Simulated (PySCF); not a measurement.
An unknown gives this computed stick spectrum. Level of theory: TDDFT CAM-B3LYP/aug-cc-pVTZ, vertical, gas phase, core orbitals frozen in the response in PySCF. Geometries: PBE0-D3(BJ)/def2-TZVP, one conformer each.

```
state  E (eV)       f     main configurations (H = HOMO, L = LUMO)
   S1    4.40  0.0002                                  H→L+1 (96%)
   S2    6.62   0.020                        H→L (76%), H→L+4 (8%)
   S3    7.26   0.048                     H→L+2 (72%), H→L+5 (11%)
   S4    7.40  0.0078                                  H→L+3 (87%)
   S5    7.51  0.0015           H→L+4 (66%), H→L (12%), H→L+7 (8%)
   S6    8.16   0.024                     H→L+5 (63%), H→L+2 (13%)
   S7    8.40   0.045      H→L+7 (59%), H→L+4 (15%), H-1→L+1 (10%)
   S8    8.41  0.0010                                  H→L+6 (94%)
   S9    8.61   0.043                   H-1→L+1 (58%), H→L+8 (31%)
  S10    8.63  0.0010  H-2→L+1 (72%), H-5→L+1 (12%), H-3→L+1 (11%)
```

Triplets computed (Tamm–Dancoff): 3.81, 6.11, 6.50, 7.14 eV.

Task: Which candidate is it? All have the formula C3H6O.
A. `C=CCO`
B. `[C@H]1(CO1)C`
C. `CCC=O`
D. `C1COC1`

Result: C. Its S1, at 4.40 eV, is the lowest among the candidates; the nearest of the others has S1 at 6.32 eV. S1 is HOMO→LUMO+1 (96%). Löwdin shares by element: HOMO oxygen 56%, carbon 31% or more, hydrogen 8% or more; LUMO hydrogen 76% or more (atoms not listed hold the other 24%). At the same level the other candidates give, for their lowest levels:
- `C1COC1`: 6.32 eV (f 0.008); 6.74 eV (f 0.005); 6.88 eV (f 0.000); 6.98 eV (f 0.001); 7.66 eV (f 0.008); T1 6.20 eV; HOMO -8.63, LUMO 0.26 eV
- `C[C@@H]1CO1`: 7.16 eV (f 0.010); 7.51 eV (f 0.014); 7.59 eV (f 0.016); 7.75 eV (f 0.019); 7.86 eV (f 0.007); T1 7.09 eV; HOMO -9.31, LUMO 0.29 eV
- `C=CCO`: 6.64 eV (f 0.054); 6.91 eV (f 0.055); 7.19 eV (f 0.105); 7.36 eV (f 0.042); 7.41 eV (f 0.172); T1 4.43 eV; HOMO -9.13, LUMO 0.25 eV

Conformer computed: `[CH3:1][CH2:2][CH:3]=[O:4]`: C1–C2–C3–O4 0°.
